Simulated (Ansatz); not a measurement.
**WS2: computed DOS**

```xyz
3
Lattice="1.5790 0.9116 6.1633 -1.5790 0.9116 6.1633 0.0000 -1.8233 6.1633" Properties=species:S:1:pos:R:3 pbc="T T T"
W     0.0000    0.0000    0.0000
S     0.0000    0.0000   13.8730
S     0.0000    0.0000   10.7427
```

The geometry is COD entry 9012192, unchecked; take it as a test cell.

No spin–orbit coupling, which matters for the heavy atoms here.

These are results of DFT, LDA, all-electron LAPW, scalar-relativistic in Ansatz 0.2.0, not measurements.

Settings: a Γ-centred 13×13×13 k mesh, Fermi–Dirac smearing of 0.08 eV, basis error target 0.5 meV/atom, no spin polarisation.

States per eV and cell, averaged over 0.4 eV, from -5.8 to 3.6 eV, with energies (bin centres) from the valence-band top; empty bins are left out. The partial columns, the largest 5 alone, are projections on Löwdin-orthogonalised atomic shells (those that the program's projection atoms carry: the occupied ones and, for some elements, an empty d or f shell; other empty shells have no column), summed over atoms of an element. Weights on diffuse s and p shells depend on that basis and aren't pure angular character.

```tsv
E (eV)	total	S 3p	W 5d	S 3s	W 6s	W 5p
-5.7	1.22	0.85	0.28	0.05	0.02	0.01
-5.3	2.26	1.36	0.56	0.17	0.11	0.01
-4.9	2.97	1.71	0.87	0.23	0.10	0.02
-4.5	1.53	0.97	0.45	0.06	0.02	0.01
-4.1	3.63	2.32	1.16	0.07	0.01	0.01
-3.7	1.62	0.96	0.60	0.02	0.01	0.01
-3.3	1.79	1.04	0.68	0.02	0.01	0.01
-2.9	3.35	2.26	0.92	0.09	0.01	0.01
-2.5	2.81	2.12	0.54	0.07	0.01	0.02
-2.1	1.78	1.42	0.28	0.03	0.00	0.01
-1.7	2.33	0.93	1.26	0.05	0.03	0.01
-1.3	2.04	0.71	1.23	0.03	0.02	0.00
-0.9	0.82	0.24	0.53	0.02	0.01	0.00
-0.5	0.18	0.07	0.10	0.01	0.00	0.00
-0.1	0.05	0.02	0.03	0.00	0.00	0.00
1.1	0.44	0.16	0.24	0.01	0.01	0.00
1.5	1.82	0.54	1.11	0.03	0.04	0.00
1.9	3.49	1.09	2.17	0.05	0.04	0.00
2.3	3.60	1.15	2.18	0.06	0.05	0.00
2.7	3.51	1.00	2.10	0.09	0.06	0.00
3.1	2.27	0.79	1.14	0.08	0.02	0.00
3.5	1.18	0.47	0.55	0.04	0.01	0.00
```

Task: Which of the resolved shells contributes most in the top eV of the valence band?

Result: W 5d, with 63 % of all states there; S 3p follows with 31 %.
